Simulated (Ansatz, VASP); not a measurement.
## One calculation of Pb, two programs

Contents of INCAR:

```
SYSTEM = Pb
ALGO     = Normal         ! electronic algorithm
EDIFF    = 1E-6           ! SCF threshold, eV
ENCUT    = 520            ! plane-wave cutoff, eV
GGA      = PS             ! functional
ISIF     = 2              ! what is computed and relaxed
ISMEAR   = -1             ! smearing method
LASPH    = .TRUE.         ! aspherical terms in the spheres
LCHARG   = .FALSE.        ! write CHGCAR
LREAL    = .FALSE.        ! projectors in reciprocal space
LWAVE    = .FALSE.        ! write WAVECAR
NBANDS   = 13             ! bands
NELM     = 80             ! most SCF steps
PREC     = Accurate       ! precision mode
SIGMA    = 0.05           ! smearing width, eV
```

File KPOINTS:

```
k-points
0
G
  9 9 9
  0 0 0
```

The input POSCAR:

```
Pb
1.0
    0.0000000000      2.4584086270      2.4584086270
    2.4584086270      0.0000000000      2.4584086270
    2.4584086270      2.4584086270      0.0000000000
Pb
1
Direct
    0.0000000000      0.0000000000      0.0000000000
```

input.yaml

```yaml
crystal:
  lattice:
    - [0.0, 2.458408627, 2.458408627]
    - [2.458408627, 0.0, 2.458408627]
    - [2.458408627, 2.458408627, 0.0]
  atoms:
    - { symbol: Pb, position: [0.0, 0.0, 0.0] }
kpoints:
  mp_grid: { grid: [9, 9, 9] }
scf:
  occupations: { method: fermi_dirac, width: 0.05 }
hamiltonian:
  xc: pbesol
  pseudopotentials: { kind: all_electron, lapw: { basis_error: 0.0005 } }
output:
  forces: true
  stress: true
  eigenvalues: true
```

Change from the starting cell: volume scaled by 0.98.

Alike in both runs: task single point; functional PBEsol; k mesh 9 × 9 × 9; occupations fermi-dirac, width 0.05 eV; no spin polarisation.

|  | VASP | Ansatz |
| --- | --- | --- |
| version | VASP 6.6.1 | Ansatz 0.2.0 |
| potentials or method | VASP PAW PBE potentials, release 64 (Pb_d) | all-electron LAPW, scalar-relativistic |
| plane-wave cutoff (eV) | 520 | see its input |

Ansatz gave:

```
gap on the k mesh at the Fermi level (eV) : none
pressure (GPa)                            : 0.4
```

**Question.** What did VASP give for the same quantities?

**Answer.** gap on the k mesh at the Fermi level (eV): none; pressure (GPa): 0.3.

A gap of «none» marks a metal or a gap that the smearing closes. Ansatz ran all-electron here, so the differences hold the error of VASP's frozen core and of both bases.

Caveats: the PAW data sets were made with another functional, which shifts forces and pressure a little (VASP). Spin-orbit coupling is left out, which matters for the levels of Pb.
